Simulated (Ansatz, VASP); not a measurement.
## Al in VASP and in Ansatz

```xyz
1
Lattice="0.0000 1.9277 1.9277 1.9277 0.0000 1.9277 1.9277 1.9277 0.0000" Properties=species:S:1:pos:R:3 pbc="T T T"
Al    0.0000    0.0000    0.0000
```

Alike in both runs: functional PBE; k mesh 18 × 18 × 18; occupations gaussian, width 0.1 eV; no spin polarisation.

Ansatz relaxed the structure, and its values are those at the end. VASP's run is a single point on that final structure, the one shown.

```csv
,VASP,Ansatz
version,VASP 6.6.1,Ansatz 0.2.0
potentials or method,"VASP PAW PBE potentials, release 64 (Al)","scalar-relativistic, plane waves, PAW"
plane-wave cutoff (eV),520,420
valence electrons in the cell,3,3
```

|  | VASP | Ansatz | Ansatz less VASP |
| --- | --- | --- | --- |
| gap on the k mesh at the Fermi level (eV) | none | none | - |
| pressure (GPa) | 14.9 | 14.9 | +0.03 |

A gap of «none» marks a metal or a gap that the smearing closes.
